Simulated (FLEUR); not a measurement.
# Fe under changes of volume

One of the cells (12.019 Å³/atom); the others are scaled copies at fixed shape and fractional positions:

```
Fe
1.0
    -1.44300    1.44300    1.44300
     1.44300   -1.44300    1.44300
     1.44300    1.44300   -1.44300
Fe
1
Direct
  0.00000 0.00000 0.00000
```

```yaml
Program: FLEUR MaX-R8.1 (later development tree)
Functional: r2SCAN
Potentials_or_basis: all-electron
Basis: FLAPW
Kmax: 4.58 1/bohr
k_mesh: 13 × 13 × 13
Occupations: fermi-dirac, width 0.05 eV
Spin: collinear spin, ferromagnetic start
Starting_moments: "[3.0] μB"
```

| volume (Å³/atom) | energy over the lowest point (meV/atom) | moment (μB per cell) |
| --- | --- | --- |
| 11.298 | 10.26 | 2.64 |
| 11.538 | 0.00 | 2.65 |
| 12.019 | 0.22 | 2.65 |
| 12.499 | ? | ? |
| 12.740 | 40.02 | 2.68 |

Task: What does the run at 12.499 Å³/atom give?

Result: Energy over the lowest point 22.22 meV/atom; moment 2.67 μB per cell.

Worked out: A Birch-Murnaghan fit of order 2 (a polynomial in V^(-2/3)) to the other rows has its minimum at 11.78 Å³/atom with B0 = V·E''(V) = 200 GPa. It gives 22.02 meV/atom at 12.499 Å³/atom, against the run's 22.22. A parabola through the other rows of the moment, of slope 0.0403 μB per Å³/atom there, gives 2.67 μB, against the run's 2.67.

Energies are extrapolated to zero smearing.

Caveats: the meta-GGA is that of a development version, with a GGA for the radial functions and cores and without core tails.
